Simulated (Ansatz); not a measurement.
BeTe: equation of state with PBEsol+D3(BJ)

BeTe:

```
CELL_PARAMETERS angstrom
0.00000 2.77000 2.77000
2.77000 0.00000 2.77000
2.77000 2.77000 0.00000
ATOMIC_POSITIONS crystal
Te 0.75000 0.75000 0.75000
Be 0.00000 0.00000 0.00000
```

```yaml
Program: Ansatz 0.2.0
Task: equation of state
Functional: PBEsol
Dispersion: D3(BJ)
Potentials_or_basis: Ansatz PAW
Cutoff: 420 eV
Density_cutoff: 1680 eV
k_mesh: 8 × 8 × 8
Occupations: fermi-dirac, width 0.05 eV
Spin: no spin polarisation
```

| Item | Value |
| --- | --- |
| Equilibrium volume | 21.21 Å³/atom |
| Bulk modulus | 65 GPa |
| Pressure derivative of the bulk modulus | 4.0 |

Energy against volume, from the lowest point:
```tsv
volume (Å³/atom)	energy (meV/atom)
19.979	15.88
20.404	6.55
20.829	1.39
21.254	0.00
21.679	2.03
22.104	7.14
22.529	15.06
```

All runs of the series together: 8.8 s on 2 threads of Arm Neoverse V1 (shared host).

Spin-orbit coupling is left out, which matters for the levels of Te.
